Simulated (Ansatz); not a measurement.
NaScSe2 (I-III-VI2 or I-V-VI2 ordering, started on the rocksalt lattice) (P4/nmm), computed twice by G0W0.

The structure was built from a prototype and need not be the compound's stable phase.

The structure is tetragonal, space group P4/nmm (No. 129). Conventional cell: a = 4.013 Å, b = 4.013 Å, c = 11.700 Å, α = 90.00°, β = 90.00°, γ = 90.00°. Nearest to Na lie 6 Se at 2.87 to 3.30 Å. Nearest to Se lie 1 Sc at 2.46 Å and 5 Na at 2.87 to 3.08 Å. Nearest to Se lie 5 Sc at 2.86 Å and 1 Na at 3.30 Å. Nearest to Sc lie 6 Se at 2.46 to 2.86 Å. It derives from Na1Sc1Se2. Farther neighbours and most contacts between anions are not listed.

```xyz
8
Lattice="4.0127 0.0000 0.0000 0.0000 4.0127 0.0000 0.0000 0.0000 11.6996" Properties=species:S:1:pos:R:3 pbc="T T T"
Na    2.0064    0.0000   10.3896
Se    2.0064    0.0000    1.7703
Na    0.0000    2.0064    1.3100
Se    0.0000    2.0064    4.6146
Sc    2.0064    0.0000    4.2253
Se    2.0064    0.0000    7.0850
Sc    0.0000    2.0064    7.4743
Se    0.0000    2.0064    9.9293
```

The structure was relaxed with PBE. The runs that relaxed it are not among those shown. PAW set soft_2, made with PBE.

The first (Ansatz 0.2.0; start PBE, 4×4×2 mesh, 562 empty bands, screening to 120 eV; 4 threads of Arm Neoverse V1, shared host) gave, on its mesh: starting gap 0.21 eV, G0W0 gap 1.59 eV, RPA ε∞ (mean) 8.66, 15 min.

The second changes empty bands from 562 to 142 and screening cutoff (eV) from 120.0 to 48. What does it give?

It gave: starting gap 0.21 eV, G0W0 gap 1.38 eV, RPA ε∞ (mean) 8.76, 60 s. The G0W0 gap moves by −0.21 eV, +0.00 eV from the start and −0.21 eV from the correction. Σc changes by +0.51 eV at the valence top and +0.30 eV at the conduction bottom, and Σx − Vxc between them by +0.00 eV.

Limits: not at the basis limit; no spin-orbit coupling; coarse k mesh.

[Paths, hosts, dates, memory and timing lines, banners, echoed tables and standing remarks are left out of the program output.]

[Logs are printed without paths, hosts, clocks, repeated set-up lines and the standing remarks that a program may print on its own settings, such as how far it seeks lower states.]

[Runs of the session that timed out or met a known fault of the program may be left out.]

[Cells called generated may have been cut or substituted from an entry of the Crystallography Open Database or the Materials Project.]

[Hosts, paths, dates, database ids (printed as entryN), source tags and the programs' standing remarks are cut or masked in the printed files.]
